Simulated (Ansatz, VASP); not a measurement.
One calculation of SnO, two programs

```
CELL_PARAMETERS angstrom
3.35500 0.00000 0.00000
0.00000 5.67410 0.00000
0.00000 0.00000 4.22197
ATOMIC_POSITIONS crystal
Sn 0.00000 0.23191 0.51314
Sn 0.50000 0.76809 0.01314
O 0.00000 0.89125 0.73686
O 0.50000 0.10875 0.23686
```

The cell comes from a database or a generator and needn't be the stable form of this composition.

Alike in both runs: task single point; functional PBE; dispersion D3(BJ); k mesh 6 × 4 × 4; occupations gaussian, width 0.1 eV; no spin polarisation.

|  | VASP | Ansatz |
| --- | --- | --- |
| version | VASP 6.6.1 | Ansatz 0.2.0 |
| potentials or method | VASP PAW PBE potentials, release 64 (Sn_d, O) | scalar-relativistic, plane waves, PAW |
| plane-wave cutoff (eV) | 520 | 420 |
| valence electrons in the cell | 40 | 40 |

```tsv
	VASP	Ansatz	Ansatz less VASP
gap on the k mesh at the Fermi level (eV)	1.65	1.66	+0.010
least direct gap on the mesh (eV)	2.39	2.40	+0.008
pressure (GPa)	-1.2	-1.3	-0.16
largest component of the traceless stress (GPa)	0.22	0.20	-0.015
rms of the force components (eV/Å)	0.029	0.052	+0.0227
```

Atom by atom the forces differ by 0.034 eV/Å (rms over components).

Caveats: spin-orbit coupling is left out, which moves the levels of the heavy elements. As with any semilocal functional, this PBE gap is likely too small. A k mesh can miss the band edges.
